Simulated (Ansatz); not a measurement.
**AlGa3N4: opening a crack plane**

AlGa3N4, Pm, a = 5.142 Å, b = 3.165 Å, c = 5.478 Å, β = 90.0°. The structure is a Materials Project entry; whether it is the stable form wasn't checked. Ansatz: PBEsol, PAW, 420 eV, Γ-centred 8×5×3 mesh on 16 atoms, Gaussian smearing 0.05 eV; no spin polarisation. One cut on (100) per cell of 16 atoms is opened rigidly by x, between planes of N and Ga that stand 1.95 Å apart; y is the energy per area (17.339 Å², 1 eV/Å² = 16.02 J/m²).

| x (Å) | y (J/m²) |
| --- | --- |
| 0.00 | 0.000 |
| 0.25 | 0.527 |
| 0.50 | ? |
| 0.75 | 2.575 |
| 1.00 | 3.523 |
| 1.50 | 4.966 |
| 2.00 | 5.829 |
| 3.00 | 6.485 |
| 4.50 | 6.631 |
| 6.00 | 6.673 |

Problem. Fit the universal binding curve y = W[1 − (1 + x/l) e^(−x/l)] to the other rows, give the peak stress, and predict the missing value.

Solution. Least squares gives W = 6.67 J/m² and l = 0.562 Å. The stress dy/dx peaks at x = l with W/(e l) = 43.7 GPa, for rigid faces. At x = 0.50: x/l = 0.890, y = 1.492 J/m². The run gave 1.527 J/m², so the fit is 0.035 J/m² too low, within twice the rms miss on the fitted rows (0.019 J/m²).

Cost: 12 runs of about 18 core-minutes in all, on Arm Neoverse V2 (shared hosts).

Separating the N and Ga planes costs more than half of the final work within the first 1.00 Å, and the curve is nearly flat by 3.00 Å, as expected when short-range, partly ionic covalent bonds are broken. The cell dimensions suggest a wurtzite-derived lattice with its polar axis along a. The 1.95 Å gap between the planes is a normal Ga–N bond length, so the cut probably severs the single axial bond of each facing atom. The high work of separation then reflects both strong Ga–N bonding and the unfavourable, unsaturated polar faces left behind.

The universal curve describes the bond-breaking region well, but it is almost saturated at 4.50 Å, whereas the computed energy still rises from 6.631 to 6.673 J/m² by 6.00 Å. This small tail may come from the electrostatic field between oppositely terminated faces, which an exponential form doesn't capture. Because those faces are chemically different, W fixes only the sum of their surface energies, not either one separately.
